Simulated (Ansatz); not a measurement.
# CdTe: the cost of one run

Program: Ansatz 0.2.0. Level of theory: DFT PBE, scalar-relativistic, plane waves, PAW. These are calculated values, not measurements.

2 further runs of the same task are left out: 2 set aside as unsound or not needed.

## Step 1: The starting structure

The cell holds 32 atoms (BeCd15Te16): a = 11.466 Å, b = 11.466 Å, c = 11.466 Å, α = 109.47°, β = 109.47°, γ = 109.47°.

The coordinates of this cell stand in the input of its own run.

The host was relaxed before at PBE: a = 6.620 Å, b = 6.620 Å, c = 6.620 Å, α = 90.00°, β = 90.00°, γ = 90.00° (conventional cell), 36.265 Å³/atom.

Places, in fractions of the supercell: Be in place of Cd at (0.250, 0.750, 0.000). The start keeps the symmetry of the ideal site.

## Step 2: Band edges of the host over the zone

Input file input.yaml:

```yaml
crystal:
  lattice:
    - [0.0, 3.310020242, 3.310020242]
    - [3.310020242, 0.0, 3.310020242]
    - [3.310020242, 3.310020242, 0.0]
  atoms:
    - { symbol: Cd, position: [0.0, 0.0, 0.0] }
    - { symbol: Te, position: [0.25, 0.25, 0.25] }
basis:
  ecutwfc: 420
  xc_grid: 2
kpoints:
  mp_grid: { grid: [8, 8, 8] }
  band_path: { path: [VBM, CBM], npoints: 2 }
hamiltonian:
  xc: pbe
scf:
  occupations: { method: gaussian, width: 0.02 }
output:
  forces: true
  stress: true
  eigenvalues: true
```

On the command line:

```console
ansatz run input.yaml --threads 8 --pin off --max-ram 16384MiB --backend cpu --events-out ev --progress --plain --runs-dir out
```

Q: Estimate wall time and peak memory on 8 threads of Arm Neoverse V2, shared host.

About 1.4 s, with a peak of 0.44 GiB.
